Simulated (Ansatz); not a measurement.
BaS under changes of volume

One of the cells (32.576 Å³/atom); the others are scaled copies at fixed shape and fractional positions:

```
Ba S
1.0
     0.00000    3.19375    3.19375
     3.19375    0.00000    3.19375
     3.19375    3.19375    0.00000
Ba S
1 1
Direct
  0.00000 0.00000 0.00000
  0.50000 0.50000 0.50000
```

```yaml
Program: Ansatz 0.2.0
Functional: r2SCAN
Potentials_or_basis: Ansatz PAW
Cutoff: "500 eV (not typed: the program's choice for these potentials)"
k_mesh: 7 × 7 × 7
Occupations: fermi-dirac, width 0.05 eV
Spin: no spin polarisation
```

```csv
volume (Å³/atom),energy over the lowest point (meV/atom),pressure (GPa),gap on the mesh (eV)
30.622,30.98,4.2,2.51
31.273,?,?,?
31.925,6.75,1.8,2.58
32.576,1.42,0.8,2.61
33.228,0.00,-0.1,2.64
33.879,2.10,-0.9,2.67
34.531,7.36,-1.7,2.69
```

Question: What does the run at 31.273 Å³/atom give?

Answer: Energy over the lowest point 16.44 meV/atom; pressure 3.0 GPa; gap on the mesh 2.55 eV.

Worked out: A Birch-Murnaghan fit of order 3 (a polynomial in V^(-2/3)) to the other rows has its minimum at 33.15 Å³/atom with B0 = V·E''(V) = 44 GPa and B' = 4.4. It gives 16.45 meV/atom at 31.273 Å³/atom, against the run's 16.44, and -dE/dV = 3.0 GPa, against 3.0. A straight line through the other rows of the gap, of slope 1.51 eV per unit of ln V, gives 2.55 eV, against the run's 2.55.

Energies are extrapolated to zero smearing.

Caveats: odd divisions of the mesh miss points on the zone boundary, where band edges often lie, so the gap on the mesh can be too wide; spin-orbit coupling is left out, which moves the levels of the heavy elements; the PAW data sets come from PBE, with cores solved anew for the run's functional, which leaves a small shift of forces and pressure.

A mesh can miss the band edges.
